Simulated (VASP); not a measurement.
Te:

```
Te
1.0
     2.30590    1.33131    1.69095
    -2.30590    1.33131    1.69095
     0.00000   -2.66263    1.69095
Te
1
Direct
  0.50000 0.50000 0.50000
```

This isn't the form of Te at room conditions, which is trigonal, of chains.

- Program: VASP 6.6.1
- Task: relaxation of cell and atoms
- Functional: PBE
- Dispersion: MBD-FI
- Potentials or basis: VASP PAW PBE potentials, release 64 (Te)
- Cutoff: 600 eV
- k mesh: 9 × 9 × 9
- Occupations: fermi-dirac, width 0.05 eV
- Spin: no spin polarisation

At the start: pressure 1.1 GPa; volume 31.15 Å³/atom.

How do energy, volume and symmetry change on relaxing?

Over 11 steps the energy falls by 3.6 meV/atom and the volume is 31.98 Å³/atom (+2.7 %); space group R-3m (No. 166, to 0.05 Å).

The path:
```tsv
step	energy change (eV)	largest force (eV/Å)	pressure (GPa)	volume (Å³)
1	0.0000	0.0000	1.10	31.15
2	-0.0019	0.0000	-0.58	32.12
3	-0.0024	0.0000	-0.11	31.82
4	-0.0024	0.0000	0.00	31.76
5	-0.0024	0.0000	0.01	31.75
6	-0.0024	0.0000	0.02	31.76
7	-0.0027	0.0000	0.01	31.80
8	-0.0031	0.0000	-0.01	31.87
9	-0.0036	0.0000	-0.10	32.01
10	-0.0027	0.0000	0.58	31.63
11	-0.0036	0.0000	-0.05	31.98
```

Final structure:
```cif
data_structure
_symmetry_space_group_name_H-M 'P 1'
_symmetry_Int_Tables_number 1
_cell_length_a 3.1762
_cell_length_b 3.1762
_cell_length_c 3.1762
_cell_angle_alpha 92.061
_cell_angle_beta 92.061
_cell_angle_gamma 92.061
_cell_volume 31.98
loop_
_atom_site_label
_atom_site_type_symbol
_atom_site_fract_x
_atom_site_fract_y
_atom_site_fract_z
_atom_site_occupancy
Te1 Te 0.50000 0.50000 0.50000 1
```
